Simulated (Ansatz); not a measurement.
# GdN: pressure and energy less free atoms against volume per atom

All results are calculated (Ansatz 0.2.0). Periodic Kohn-Sham DFT of a crystal at fixed atoms; pressure and stress are positive in compression; the energy is the free energy less that of spherical unpolarised free atoms; site moments are those in the method's own spheres, positive along +z.

Cell of the first row (space group Fm-3m, No. 225):
```
cell vectors (Å)
   0.0000     2.4489     2.4489
   2.4489     0.0000     2.4489
   2.4489     2.4489     0.0000
atoms (fractions of the cell vectors)
Gd  0.00000  0.00000  0.00000
N   0.50000  0.50000  0.50000
```

Settings of every row: method all-electron LAPW; functional PBE; relativity scalar; k mesh 13x13x13; filling fermi-dirac; smearing width 0.05 eV; basis error target 0.5 meV/atom; nucleus gaussian.

Atom:
| element | start moment (bohr magneton) |
| --- | --- |
| Gd | 7 |
| N | 0 |

Limits: no spin-orbit coupling on heavy atoms; open f shell, the state may not be the lowest; with one magnetic atom in the cell only parallel moments are possible.

| row | volume per atom (Å³) | pressure (GPa) | energy less free atoms (eV/atom) |
| --- | --- | --- | --- |
| 1 | 14.686 | 8.57 | -12.7929 |
| 2 | 15.147 | 3.31 | -12.8098 |
| 3 | 15.616 | -1.287 | -12.8126 |
| 4 | 16.084 | ? | ? |
| 5 | 16.553 | -8.589 | -12.7826 |

Cell moment is 7 bohr magneton in every row.

Question: what pressure and energy less free atoms should row 4 give?

Worked fit of pressure. Take u = (V_r/V)^(2/3) − 1 with V_r = 15.381 Å³ an atom, which is twice the finite (Eulerian) strain; such expansions in the strain, on which the Birch-Murnaghan equation of state is built, carry the rest volume and the bulk modulus. The shown rows have u = 0.03131, 0.01027, -0.01006, -0.04778. Least squares give pressure = 0.9296 + 226.262 × u + 566.24 × u² GPa; a straight line predicts inner rows, each left out in turn, worse (root mean square 0.55 against 0.006 GPa). The rows lie off it by 0.001, -0.003, 0.002, 0.000. The withheld row has u = -0.02936, so the fit gives 0.9296 + 226.262 × (-0.02936) + 566.24 × (-0.02936)² = -5.225 GPa.

The calculation gave -5.224 GPa. The fit lies 0.001 GPa (0.0058 % of the column's range) below it, one unit of the last digit.

Worked fit of energy less free atoms. Take u = (V_r/V)^(2/3) − 1 with V_r = 15.381 Å³ an atom, which is twice the finite (Eulerian) strain; such expansions in the strain, on which the Birch-Murnaghan equation of state is built, carry the rest volume and the bulk modulus. The shown rows have u = 0.03131, 0.01027, -0.01006, -0.04778. Least squares give energy less free atoms = −12.81288 + 0.1346 × u + 16.078 × u² eV/atom; a straight line predicts inner rows, each left out in turn, worse (root mean square 0.016 against 4.8e-06 eV/atom). All shown rows lie on it to the printed digit. The withheld row has u = -0.02936, so the fit gives −12.81288 + 0.1346 × (-0.02936) + 16.078 × (-0.02936)² = -12.8030 eV/atom.

The calculation gave -12.8029 eV/atom. The fit lies 0.0001 eV/atom (0.33 % of the column's range) below it, one unit of the last digit.
